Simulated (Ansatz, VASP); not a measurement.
One calculation of MgB2, two programs

The input INCAR:

```
SYSTEM = MgB2
PREC = Accurate
ENCUT = 520
EDIFF = 1E-6
ISMEAR = 0
SIGMA = 0.011
LREAL = .FALSE.
LASPH = .TRUE.
NELM = 80
ALGO = Normal
ISIF = 2
LWAVE = .FALSE.
LCHARG = .TRUE.
GGA = PE
LELF = .TRUE.
LVHAR = .TRUE.
NBANDS = 11
```

KPOINTS

```
Automatic mesh
0
G
  10 10 8
  0 0 0
```

POSCAR

```
MgB2
1.0
    3.0850000000      0.0000000000      0.0000000000
   -1.5425000000      2.6716883707      0.0000000000
    0.0000000000      0.0000000000      3.5230000000
Mg B
1 2
Direct
    0.0000000000      0.0000000000      0.0000000000
    0.6666666667      0.3333333333      0.5000000000
    0.3333333333      0.6666666667      0.5000000000
```

The input input.yaml:

```yaml
crystal:
  lattice:
    - [3.085, 0.0, 0.0]
    - [-1.5425, 2.6716883707, 0.0]
    - [0.0, 0.0, 3.523]
  atoms:
    - { symbol: Mg, position: [0.0, 0.0, 0.0] }
    - { symbol: B, position: [0.6666666667, 0.3333333333, 0.5] }
    - { symbol: B, position: [0.3333333333, 0.6666666667, 0.5] }
hamiltonian:
  xc: pbe
  pseudopotentials: { kind: paw }
kpoints:
  mp_grid: { grid: [10, 10, 8] }
scf:
  occupations: { method: gaussian, width: 0.011 }
output:
  forces: true
  stress: true
  eigenvalues: true
  write_density: true
  write_potential: true
  elf: true
  volumetric_format: npy
```

Alike in both runs: task single point; functional PBE; k mesh 10 × 10 × 8; occupations gaussian, width 0.011 eV; no spin polarisation.

|  | VASP | Ansatz |
| --- | --- | --- |
| version | VASP 6.6.1 | Ansatz 0.2.0 |
| potentials or method | VASP PAW PBE potentials, release 64 (Mg, B) | Ansatz PAW |
| plane-wave cutoff (eV) | 520 | 420 |
| valence electrons in the cell | 8 | 16 |

Ansatz gave:

| Item | Value |
| --- | --- |
| gap on the k mesh at the Fermi level (eV) | none |
| pressure (GPa) | -0.9 |
| largest component of the traceless stress (GPa) | 0.68 |

What did VASP give for the same quantities?

gap on the k mesh at the Fermi level (eV): none; pressure (GPa): -1.1; largest component of the traceless stress (GPa): 0.81.

A gap of «none» marks a metal or a gap that the smearing closes. With one functional, cell and mesh, what is left measures potentials, basis and numerics. The two sets of potentials don't hold the same shells in valence.
